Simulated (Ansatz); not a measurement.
## Is this BaS structure a true minimum?

It was reached by relaxing an invented guess, and it needn't be the stable form of this composition.

Theory: Ansatz 0.2.0, DFT PBE, scalar-relativistic, plane waves, PAW. Settings: cutoff 420 eV, Γ-centred mesh 6×6×8 on the computed 2-atom cell, Gaussian smearing of 0.02 eV; no spin polarisation.

The cell below (2 atoms, space group P-6m2 (No. 187)) is relaxed within its symmetry.

```cif
data_structure
_symmetry_space_group_name_H-M 'P 1'
_symmetry_Int_Tables_number 1
_cell_length_a 4.3657
_cell_length_b 4.3657
_cell_length_c 3.9781
_cell_angle_alpha 90.000
_cell_angle_beta 90.000
_cell_angle_gamma 120.000
_cell_volume 65.66
loop_
_atom_site_label
_atom_site_type_symbol
_atom_site_fract_x
_atom_site_fract_y
_atom_site_fract_z
_atom_site_occupancy
Ba1 Ba 0.00000 0.00000 0.50000 1
S1 S 0.66667 0.33333 0.00000 1
```

For the test a repeat of it with 8 atoms (edges 4.37, 7.56, 7.96 Å) was strained at random (σ = 1.5 % a component), the atoms were moved at random (σ = 0.15 Å), and all was relaxed again on a coarse 4×2×2 mesh (in the run’s order of axes) with 0.10 eV smearing, with no symmetry imposed.

**Question.** What happens?

**Answer.** It returns, within 1 meV/atom of the unmoved cell on that mesh and with the same symmetry when read at 0.1 Å (P1 at 0.01 Å, so small strains and shifts remain). So it is stable against the distortions that fit this cell and that this random move excites. Modes that don't fit the cell aren't tested.
